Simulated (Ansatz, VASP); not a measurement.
Two plane-wave programs on MgO

```xyz
4
Lattice="3.5355 0.0000 0.0000 -1.7677 3.0618 0.0000 0.0000 0.0000 4.0970" Properties=species:S:1:pos:R:3 pbc="T T T"
Mg    1.7677    1.0947    3.0727
Mg    0.0000    1.9672    1.0242
O     1.7677    0.9661    1.0242
O     0.0000    2.0957    3.0727
```

Change from the starting cell: mode 5 frozen in at +0.073 Å, strain +e along z and -e/2 along x and y -0.0233.

Alike in both runs: task single point; functional PBEsol; k mesh 9 × 9 × 6; occupations gaussian, width 0.05 eV; no spin polarisation.

|  | VASP | Ansatz |
| --- | --- | --- |
| version | VASP 6.6.1 | Ansatz 0.2.0 |
| potentials or method | VASP PAW PBE potentials, release 64 (Mg, O) | scalar-relativistic, plane waves, PAW |
| plane-wave cutoff (eV) | 520 | 520 |
| valence electrons in the cell | 16 | 32 |

|  | VASP | Ansatz | Ansatz less VASP |
| --- | --- | --- | --- |
| gap on the k mesh at the Fermi level (eV) | 3.28 | 3.29 | +0.009 |
| least direct gap on the mesh (eV) | 3.28 | 3.29 | +0.009 |
| pressure (GPa) | 0.2 | 0.6 | +0.43 |
| largest component of the traceless stress (GPa) | 4.62 | 4.66 | +0.032 |
| rms of the force components (eV/Å) | 0.242 | 0.239 | -0.0027 |

Atom by atom the forces differ by 0.003 eV/Å (rms over components). With one functional, cell and mesh, what is left measures potentials, basis and numerics. The two sets of potentials don't hold the same shells in valence. Ansatz warned: «pseudo_functional_mismatch».

Caveats: the PAW data sets were made with another functional, which shifts forces and pressure a little (VASP).
